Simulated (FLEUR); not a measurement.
Runs of FLEUR MaX-R8.1 (later development tree) on Ge. The structure is cubic, space group Fd-3m (No. 227). Conventional cell: a = 5.658 Å, b = 5.658 Å, c = 5.658 Å, α = 90.00°, β = 90.00°, γ = 90.00°. Ge (site symmetry -43m) has 4 Ge at 2.45 Å as nearest neighbours. 

```tsv
task	level	cell	gmax	muffin-tin radii	lmax	max iterations	mixing factor	kmax	gap on the mesh (eV)	V0 of scaled cells (Å³/atom)	B0 (GPa)
band structure	SCAN	as given	14.2 1/bohr	Ge 2.14 bohr	Ge 9	60	0.05	4.58 1/bohr	0.19	-	-
equation of state	SCAN	as given	14.6 1/bohr	Ge 2.08 bohr	Ge 9	-	-	4.71 1/bohr	-	(a)	70
single point	PBE	atoms moved at random, drawn with an rms of 0.05 Å	14.6 1/bohr	Ge 2.08 bohr	Ge 8	60	0.05	4.71 1/bohr	none	-	-
equation of state	LDA (Wigner correlation)	as given	12.4 1/bohr	Ge 2.08 bohr	Ge 9	-	-	3.99 1/bohr	-	23.00	(b)
```

Alike in all rows: potentials or basis all-electron, FLAPW; no spin polarisation; k mesh 8 × 8 × 8; smearing fermi-dirac 0.05 eV.

**Question.** Fill in the values left out.

**Answer.** (a) 22.78; (b) 63.

Caveats: the meta-GGA is that of a development version, with a GGA for the radial functions and cores and without core tails (some runs); the plane-wave cutoff is short for the semicore states, which can make moduli rough (some runs).

A k mesh can miss the band edges, and the runs leave out spin-orbit coupling on Ge.

A gap of «none» marks a metal or a gap under the smearing width.
